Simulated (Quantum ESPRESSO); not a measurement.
The system is GaN.

```xyz
2
Lattice="0.0000 2.2535 2.2535 2.2535 0.0000 2.2535 2.2535 2.2535 0.0000" Properties=species:S:1:pos:R:3 pbc="T T T"
Ga    0.0000    0.0000    0.0000
N     1.1268    1.1268    1.1268
```

The cell is a database's computed one.

Base run:

```yaml
Program: Quantum ESPRESSO 7.5
Functional: BLYP
Potentials_or_basis: GBRV 1.5 PBE
Cutoff: 762 eV
Density_cutoff: 6095 eV
k_mesh: 8 × 8 × 8, shifted
Occupations: fermi-dirac, width 0.05 eV
Spin: no spin polarisation
```

Its results: pressure 11.5 GPa; electronic dielectric tensor (diagonal) 5.77.

Task: After a change of settings the same cell gave: pressure 5.3 GPa; electronic dielectric tensor (diagonal) 5.90. Which change was it?
A. functional from BLYP to PBE
B. functional from BLYP to PBEsol; potentials or basis from GBRV 1.5 PBE to GBRV 1.5 PBEsol
C. functional from BLYP to WC
D. functional from BLYP to LDA; potentials or basis from GBRV 1.5 PBE to GBRV 1.5 LDA

Result: A.

PBE binds more tightly than BLYP, so the same cell stands under less pressure.

Caveats: the cell is more than 3 GPa from zero pressure, which shifts response properties; the potentials were made for another functional, which shifts forces and pressure (some runs).
